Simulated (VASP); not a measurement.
# SrO (Fm-3m) in VASP: further runs

One crystal, SrO, is run at these levels: r2SCAN; tasks: relaxation of the atoms.

Everything below comes from runs of VASP 6.6.1. Logs are shortened: lines on timing, memory, paths and dates and some standing lists are left out, and cuts for length are marked.

### 1 Starting point

It takes space group Fm-3m (No. 225, cubic). The conventional cell has a = 5.168 Å, b = 5.168 Å, c = 5.168 Å, α = 90.00°, β = 90.00°, γ = 90.00°. Sr (site symmetry m-3m) has 6 O at 2.58 Å as nearest neighbours. Around O (site symmetry m-3m) lie 6 Sr at 2.58 Å.

### 2 Relaxation of the atoms, r2SCAN (a relaxed cell with its volume scaled by 0.94)

Input file INCAR:

```
PREC = Accurate ; ENCUT = 600
EDIFF = 1E-7 ; ISMEAR = 0
SIGMA = 0.03 ; LREAL = F
LASPH = T ; NELM = 80
ALGO = Normal ; ISIF = 2
LWAVE = F ; LCHARG = F
METAGGA = R2SCAN ; LMIXTAU = T
IBRION = 2 ; NSW = 40
EDIFFG = -0.01
```

Input file KPOINTS:

```
regular mesh
0
Gamma
  10 10 10
```

Input file POSCAR:

```
SrO                                     
1.0
    0.0000000000      2.5312571971      2.5312571971
    2.5312571971      0.0000000000      2.5312571971
    2.5312571971      2.5312571971      0.0000000000
  Sr              O             
     1     1
Direct
     0.5000000000000000    0.5000000000000000    0.5000000000000000
     0.0000000000000000    0.0000000000000000    0.0000000000000000
```

Potentials or basis: VASP PAW PBE potentials, release 64 (Sr_sv, O).

Started as:

```console
cat potpaw_PBE.64/Sr_sv/POTCAR potpaw_PBE.64/O/POTCAR > POTCAR
mpirun -np 1 vasp_std > vasp.out
```

OUTCAR:

```text
PREC = Accurate
   ENCUT = 600
   EDIFF = 1E-7
   ISMEAR = 0
   LREAL = F
   LASPH = T
   NELM = 80
   ISIF = 2
   METAGGA = R2SCAN
   IBRION = 2
   NSW = 40
   EDIFFG = -0.01

 ion  position               nearest neighbor table
   1  0.500  0.500  0.500-   2 2.53   2 2.53   2 2.53   2 2.53   2 2.53   2 2.53
   2  0.000  0.000  0.000-   1 2.53   1 2.53   1 2.53   1 2.53   1 2.53   1 2.53

  LATTYP: Found a face centered cubic cell.
 ALAT       =     5.0625143942

  Lattice vectors:

 A1 = (   0.0000000000,   2.5312571971,   2.5312571971)
 A2 = (   2.5312571971,   0.0000000000,   2.5312571971)
 A3 = (   2.5312571971,   2.5312571971,   0.0000000000)

Analysis of symmetry for initial positions (statically):
=====================================================================
 Subroutine PRICEL returns:
 Original cell was already a primitive cell.

 Routine SETGRP: Setting up the symmetry group for a
 face centered cubic supercell.

 Subroutine GETGRP returns: Found 48 space group operations
 (whereof 48 operations were pure point group operations)
 out of a pool of 48 trial point group operations.

The static configuration has the point symmetry O_h .

Analysis of symmetry for dynamics (positions and initial velocities):
=====================================================================
 Subroutine PRICEL returns:
 Original cell was already a primitive cell.

 Routine SETGRP: Setting up the symmetry group for a
 face centered cubic supercell.

 Subroutine GETGRP returns: Found 48 space group operations
 (whereof 48 operations were pure point group operations)
 out of a pool of 48 trial point group operations.

The dynamic configuration has the point symmetry O_h .

 Subroutine INISYM returns: Found 48 space group operations
 (whereof 48 operations are pure point group operations),
 and found     1 'primitive' translations

----------------------------------------------------------------------------------------

                                     Primitive cell

  volume of cell :      32.4369

  direct lattice vectors                    reciprocal lattice vectors
     0.000000000  2.531257197  2.531257197    -0.197530303  0.197530303  0.197530303
     2.531257197  0.000000000  2.531257197     0.197530303 -0.197530303  0.197530303
     2.531257197  2.531257197  0.000000000     0.197530303  0.197530303 -0.197530303

  length of vectors
     3.579738258  3.579738258  3.579738258     0.342132520  0.342132520  0.342132520

  position of ions in fractional coordinates (direct lattice)
     0.500000000  0.500000000  0.500000000
     0.000000000  0.000000000  0.000000000

  ion indices of the primitive-cell ions
   primitive index   ion index
                 1           1
                 2           2

----------------------------------------------------------------------------------------

 KPOINTS: regular mesh

Automatic generation of k-mesh.
 Grid dimensions read from file:
 generate k-points for:   10   10   10

 Generating k-lattice:

  Cartesian coordinates                     Fractional coordinates (reciprocal lattice)
    -0.019753030  0.019753030  0.019753030     0.100000000  0.000000000  0.000000000
     0.019753030 -0.019753030  0.019753030     0.000000000  0.100000000  0.000000000
     0.019753030  0.019753030 -0.019753030     0.000000000  0.000000000  0.100000000

  Length of vectors
     0.034213252  0.034213252  0.034213252

  Shift w.r.t. Gamma in fractional coordinates (k-lattice)
     0.000000000  0.000000000  0.000000000

 Subroutine IBZKPT returns following result:
 ===========================================

 Found     47 irreducible k-points:

 Following reciprocal coordinates:
            Coordinates               Weight
  0.000000  0.000000  0.000000      1.000000
  0.100000  0.000000  0.000000      8.000000
  0.200000  0.000000  0.000000      8.000000
  0.300000  0.000000  0.000000      8.000000
  0.400000  0.000000  0.000000      8.000000
  0.500000  0.000000  0.000000      4.000000
[... 16 lines left out ...]
  0.300000  0.300000  0.000000      6.000000
  0.400000  0.300000  0.000000     24.000000
 [... further k-points ...]
   k-points           NKPTS =     47   k-points in BZ     NKDIM =     47   number of bands    NBANDS=     12
   number of dos      NEDOS =    301   number of ions     NIONS =      2
   total plane-waves  NPLWV =  27000
   dimension x,y,z NGX =    30 NGY =   30 NGZ =   30
   dimension x,y,z NGXF=    60 NGYF=   60 NGZF=   60
   ions per type =               1   1
   NGX,Y,Z   is equivalent  to a cutoff of  13.93, 13.93, 13.93 a.u.
   NGXF,Y,Z  is equivalent  to a cutoff of  27.86, 27.86, 27.86 a.u.
 SYSTEM =  unknown system
   PREC   = accura    normal or accurate (medium, high low for compatibility)
   ISTART =      0    job   : 0-new  1-cont  2-samecut
   ICHARG =      2    charge: 1-file 2-atom 10-const
   ISPIN  =      1    spin polarized calculation?
   LNONCOLLINEAR =      F non collinear calculations
   LSORBIT =      F    spin-orbit coupling
   LASPH  =      T    aspherical Exc in radial PAW
   ENCUT  =  600.0 eV  44.10 Ry    6.64 a.u.   7.15  7.15  7.15*2*pi/ulx,y,z
   NELM   =     80;   NELMIN=  2; NELMDL= -5     # of ELM steps
   EDIFF  = 0.1E-06   stopping-criterion for ELM
   LREAL  =      F    real-space projection
   EDIFFG = -.1E-01   stopping-criterion for IOM
   NSW    =     40    number of steps for IOM
   IBRION =      2    ionic relax: 0-MD 1-quasi-New 2-CG
   NFREE  =      1    steps in history (QN), initial steepest desc. (CG)
   ISIF   =      2    stress and relaxation
   ISYM   =      2    0-nonsym 1-usesym 2-fastsym
   POTIM  = 0.5000    time-step for ionic-motion
   TEBEG  =    0.0;   TEEND  =   0.0 temperature during run
   PSTRESS=    0.0 pullay stress
   NELECT =      16.0000    total number of electrons
   NUPDOWN=      -1.0000    fix difference up-down
   EMIN   =  10.00;   EMAX   =-10.00  energy-range for DOS
   EFERMI =   0.00;   METHOD = LEGACY
   ISMEAR =     0;   SIGMA  =   0.03  broadening in eV -4-tet -1-fermi 0-gaus
   EFERMI_NEDOS =   21; number of points for ismear=-14 and -15
   IALGO  =     38    algorithm
   IMIX   =      4    mixing-type and parameters
     AMIX     =   0.40;   BMIX     =  1.00
     AMIX_MAG =   1.60;   BMIX_MAG =  1.00
  volume/ion in A,a.u.               =      16.22       109.45
  Fermi-wavevector in a.u.,A,eV,Ry     =   1.293506  2.444372 22.764704  1.673159
  Thomas-Fermi vector in A             =   2.425148
   LORBIT       =      0    0 simple, 1 ext, 2 COOP (PROOUT), +10 PAW based schemes
   METAGGA = R2SCAN    functional components
   LHFCALC =     F    Hartree Fock is set to
   AEXX    =    0.0000 exact exchange contribution
   IVDW    =     0    specifies the selected vdW correction
   LEPSILON=     F    determine dielectric tensor
   LRPA    =     F    only Hartree local field effects (RPA)
 conjugate gradient relaxation of ions
 non-spin polarized calculation
 Gauss-broadening in eV      SIGMA  =   0.03
  energy-cutoff  :      600.00
  volume of cell :       32.44
 maximum number of plane-waves:      1106
 NGX is ok and might be reduce to    30
   NGX = 15   NGY = 15   NGZ = 15

 number of electron      15.9999999 magnetization

 Free energy of the ion-electron system (eV)
  ---------------------------------------------------
  ext. energy  EPLUGINS =         0.00000000
  ---------------------------------------------------
  free energy    TOTEN  =       -27.01542285 eV

  energy without entropy =      -27.01542285  energy(sigma->0) =      -27.01542285

 E-fermi :   1.8152     XC(G=0): -10.8289

 val. band max:        1.5646407305   @ k =   0.0000   0.0000   0.0000
 cond. band min:       5.2786333503   @ k =   0.5000   0.5000   0.0000
 fundamental gap:      3.7139926198
 Fermi energy:         1.8151546755

 k-point     1 :       0.0000    0.0000    0.0000
  band No.  band energies     occupation
      1     -31.7428      2.00000
      2     -14.5208      2.00000
      3     -12.7124      2.00000
      4     -12.7124      2.00000
      5     -12.7124      2.00000
      6       1.5646      2.00000
      7       1.5646      2.00000
      8       1.5646      2.00000
      9       6.5872      0.00000
     10       8.4472      0.00000
     11       8.4472      0.00000
     12       8.4472      0.00000

 k-point     2 :       0.1000    0.0000    0.0000
  band No.  band energies     occupation
      1     -31.7267      2.00000
      2     -14.7250      2.00000
      3     -12.7207      2.00000
      4     -12.7207      2.00000
      5     -12.5466      2.00000
      6       1.2702      2.00000
      7       1.4249      2.00000
      8       1.4249      2.00000
      9       7.0509      0.00000
     10       8.3283      0.00000
     11       8.6593      0.00000
     12       8.6593      0.00000

 k-point     3 :       0.2000    0.0000    0.0000
  band No.  band energies     occupation
      1     -31.6842      2.00000
      2     -15.1525      2.00000
      3     -12.7422      2.00000
      4     -12.7422      2.00000
      5     -12.2201      2.00000
      6       0.6287      2.00000
      7       1.0870      2.00000
      8       1.0870      2.00000
      9       8.1303      0.00000
     10       8.2601      0.00000
     11       9.2603      0.00000
     12       9.2603      0.00000
[... 286 lines left out ...]
 k-point    23 :       0.3000    0.3000    0.0000
  band No.  band energies     occupation
      1     -31.5975      2.00000
      2     -15.1682      2.00000
      3     -12.9886      2.00000
      4     -12.9886      2.00000
      5     -12.5465      2.00000
      6       0.2948      2.00000
      7       1.4398      2.00000
      8       1.4398      2.00000
      9       6.0582      0.00000
     10       9.1446      0.00000
     11      11.7180      0.00000
     12      11.7180      0.00000

 k-point    24 :       0.4000    0.3000    0.0000
  band No.  band energies     occupation
      1     -31.5643      2.00000
      2     -15.1699      2.00000
      3     -13.1222      2.00000
      4     -13.0290      2.00000
      5     -12.6825      2.00000
      6       0.5231      2.00000
      7       1.2756      2.00000
      8       1.3478      2.00000
      9       6.0035      0.00000
     10       9.8395      0.00000
     11      12.0609      0.00000
     12      12.2495      0.00000

 [... further k-points ...]
[... 5 lines left out ...]
  --------------------------------------------------------------------------------------
  -------------------------------------------------------------------------------------
  Total        1.3488557      1.3488557      1.3488557      0.0000000      0.0000000      0.0000000
  in kB       66.6250023     66.6250023     66.6250023      0.0000000      0.0000000      0.0000000
  external PRESSURE =      66.6250023 kB  Pullay stress =       0.0000000 kB

 VOLUME and BASIS-vectors are now :
 -----------------------------------------------------------------------------
  energy-cutoff  :      600.00
  volume of cell :       32.44
      direct lattice vectors                 reciprocal lattice vectors
     0.000000000  2.531257197  2.531257197    -0.197530303  0.197530303  0.197530303
     2.531257197  0.000000000  2.531257197     0.197530303 -0.197530303  0.197530303
     2.531257197  2.531257197  0.000000000     0.197530303  0.197530303 -0.197530303

 POSITION                                       TOTAL-FORCE (eV/Angst)
 -----------------------------------------------------------------------------------
      2.53126      2.53126      2.53126        -0.000000     -0.000000     -0.000000
      0.00000      0.00000      0.00000         0.000000      0.000000      0.000000
 -----------------------------------------------------------------------------------
    total drift:                               -0.000000      0.000000      0.000000

  FREE ENERGIE OF THE ION-ELECTRON SYSTEM (eV)
  ---------------------------------------------------
  free  energy   TOTEN  =       -27.0154228495 eV

  energy  without entropy=      -27.0154228495  energy(sigma->0) =      -27.01542285

 reached required accuracy - stopping structural energy minimisation
```

Wall time 1.8 min (1 thread of Intel Xeon Platinum 8559C (Emerald Rapids), shared host); peak memory 0.18 GiB.

Results:

```
Free energy             : -27.0154 eV
Pressure after relaxing : 6.7 GPa
Band gap on the k mesh  : 3.71 eV, indirect (least direct gap 3.76 eV)
```

Final structure:
```yaml
crystal:
  lattice:
    - [0.00000, 2.53126, 2.53126]
    - [2.53126, 0.00000, 2.53126]
    - [2.53126, 2.53126, 0.00000]
  atoms:
    - { symbol: Sr, position: [0.50000, 0.50000, 0.50000] }
    - { symbol: O, position: [0.00000, 0.00000, 0.00000] }
```

Caveat: the relaxation stopped at its first step, so nothing moved; the PAW data sets were made with another functional, which shifts forces and pressure a little.

### 3 Relaxation of the atoms, r2SCAN (a relaxed cell with its volume scaled by 0.96)

INCAR is that of step 2.

KPOINTS is that of step 2.

Input file POSCAR:

```
SrO                                     
1.0
    0.0000000000      2.5490835393      2.5490835393
    2.5490835393      0.0000000000      2.5490835393
    2.5490835393      2.5490835393      0.0000000000
  Sr              O             
     1     1
Direct
     0.5000000000000000    0.5000000000000000    0.5000000000000000
     0.0000000000000000    0.0000000000000000    0.0000000000000000
```

Potentials or basis: VASP PAW PBE potentials, release 64 (Sr_sv, O).

Started as:

```console
cat potpaw_PBE.64/Sr_sv/POTCAR potpaw_PBE.64/O/POTCAR > POTCAR
mpirun -np 1 vasp_std > vasp.out
```

Run time: 2.3 min. Hardware: 1 thread of Intel Xeon Platinum 8559C (Emerald Rapids), shared host; peak memory 0.19 GiB.

The run converged. Its results:

```
Free energy             : -27.0395 eV
Pressure after relaxing : 4.2 GPa
Band gap on the k mesh  : 3.73 eV, indirect (least direct gap 3.80 eV)
```

Final structure:
```
CELL_PARAMETERS angstrom
0.00000 2.54908 2.54908
2.54908 0.00000 2.54908
2.54908 2.54908 0.00000
ATOMIC_POSITIONS crystal
Sr 0.50000 0.50000 0.50000
O 0.00000 0.00000 0.00000
```

Levels at points of the mesh, in eV from the valence-band top:
| k point | band 4 | band 5 | band 6 | band 7 | band 8 | band 9 | band 10 | band 11 | band 12 |
| --- | --- | --- | --- | --- | --- | --- | --- | --- | --- |
| (0.00, 0.00, 0.00) | -14.37 | -14.37 | 0.00 | 0.00 | 0.00 | 4.86 | 6.84 | 6.84 | 6.84 |
| (0.50, 0.00, 0.00) | -14.46 | -13.34 | -2.17 | -1.18 | -1.18 | 7.23 | 9.30 | 9.64 | 9.64 |
| (0.50, 0.50, 0.00) | -14.77 | -14.77 | -0.38 | -0.07 | -0.07 | 3.73 | 8.72 | 11.09 | 11.36 |

Caveat: the relaxation stopped at its first step, so nothing moved; the PAW data sets were made with another functional, which shifts forces and pressure a little.

### 4 Relaxation of the atoms, r2SCAN (a relaxed cell with its volume scaled by 0.98)

INCAR is that of step 3.

KPOINTS is that of step 3.

Input file POSCAR:

```
SrO                                     
1.0
    0.0000000000      2.5666639813      2.5666639813
    2.5666639813      0.0000000000      2.5666639813
    2.5666639813      2.5666639813      0.0000000000
  Sr              O             
     1     1
Direct
     0.5000000000000000    0.5000000000000000    0.5000000000000000
     0.0000000000000000    0.0000000000000000    0.0000000000000000
```

Started as:

```console
cat potpaw_PBE.64/Sr_sv/POTCAR potpaw_PBE.64/O/POTCAR > POTCAR
mpirun -np 1 vasp_std > vasp.out
```

Wall time 2 min (1 thread of Intel Xeon Platinum 8559C (Emerald Rapids), shared host); peak memory 0.18 GiB.

The run converged. Its results:

| Item | Value |
| --- | --- |
| Free energy | -27.0536 eV |
| Pressure after relaxing | 2.0 GPa |
| Band gap on the k mesh | 3.74 eV, indirect (least direct gap 3.82 eV) |

Final structure:
```
CELL_PARAMETERS angstrom
0.00000 2.56666 2.56666
2.56666 0.00000 2.56666
2.56666 2.56666 0.00000
ATOMIC_POSITIONS crystal
Sr 0.50000 0.50000 0.50000
O 0.00000 0.00000 0.00000
```

Levels at points of the mesh, in eV from the valence-band top:
```csv
k point,band 6,band 7,band 8,band 9,band 10,band 11
"(0.00, 0.00, 0.00)",0.00,0.00,0.00,4.70,6.79,6.79
"(0.50, 0.00, 0.00)",-2.13,-1.14,-1.14,7.14,9.12,9.51
"(0.50, 0.50, 0.00)",-0.42,-0.08,-0.08,3.74,8.56,10.96
```

Caveat: the relaxation stopped at its first step, so nothing moved; the PAW data sets were made with another functional, which shifts forces and pressure a little.

### 5 Relaxation of the atoms, r2SCAN

INCAR is that of step 4.

KPOINTS is that of step 4.

Input file POSCAR:

```
SrO                                     
1.0
    0.0000000000      2.5840068316      2.5840068316
    2.5840068316      0.0000000000      2.5840068316
    2.5840068316      2.5840068316      0.0000000000
  Sr              O             
     1     1
Direct
     0.5000000000000000    0.5000000000000000    0.5000000000000000
     0.0000000000000000    0.0000000000000000    0.0000000000000000
```

Started as:

```console
cat potpaw_PBE.64/Sr_sv/POTCAR potpaw_PBE.64/O/POTCAR > POTCAR
mpirun -np 1 vasp_std > vasp.out
```

It took 1.9 min on 1 thread of Intel Xeon Platinum 8559C (Emerald Rapids), shared host; peak memory 0.18 GiB.

Results (log left out):

```
Free energy             : -27.0586 eV
Pressure after relaxing : 0.0 GPa
Band gap on the k mesh  : 3.75 eV, indirect (least direct gap 3.85 eV)
```

Final structure:
```
Sr O
1.0
     0.00000    2.58401    2.58401
     2.58401    0.00000    2.58401
     2.58401    2.58401    0.00000
Sr O
1 1
Direct
  0.50000 0.50000 0.50000
  0.00000 0.00000 0.00000
```

Levels at points of the mesh, in eV from the valence-band top:
| k point | band 6 | band 7 | band 8 | band 9 | band 10 | band 11 |
| --- | --- | --- | --- | --- | --- | --- |
| (0.00, 0.00, 0.00) | 0.00 | 0.00 | 0.00 | 4.55 | 6.74 | 6.74 |
| (0.50, 0.00, 0.00) | -2.09 | -1.10 | -1.10 | 7.05 | 8.95 | 9.40 |
| (0.50, 0.50, 0.00) | -0.45 | -0.10 | -0.10 | 3.75 | 8.40 | 10.82 |

Caveat: the relaxation stopped at its first step, so nothing moved; the PAW data sets were made with another functional, which shifts forces and pressure a little. A k mesh can miss the band edges.

### 6 The runs side by side

```tsv
cell	gap on the mesh (eV)	pressure (GPa)
atoms relaxed from: a relaxed cell with its volume scaled by 0.94	3.71	6.7
atoms relaxed from: a relaxed cell with its volume scaled by 0.96	3.73	4.2
atoms relaxed from: a relaxed cell with its volume scaled by 0.98	3.74	2.0
atoms relaxed	3.75	0.0
```

Alike in all rows: task relaxation of the atoms; level r2SCAN; potentials or basis VASP PAW PBE potentials, release 64 (Sr_sv, O); no spin polarisation; k mesh 10 × 10 × 10; cutoff (eV) 600; smearing gaussian 0.03 eV.

Caveats: the relaxation stopped at its first step, so nothing moved; the PAW data sets were made with another functional, which shifts forces and pressure a little.

Absolute energies hang on the potentials; compare differences alone.
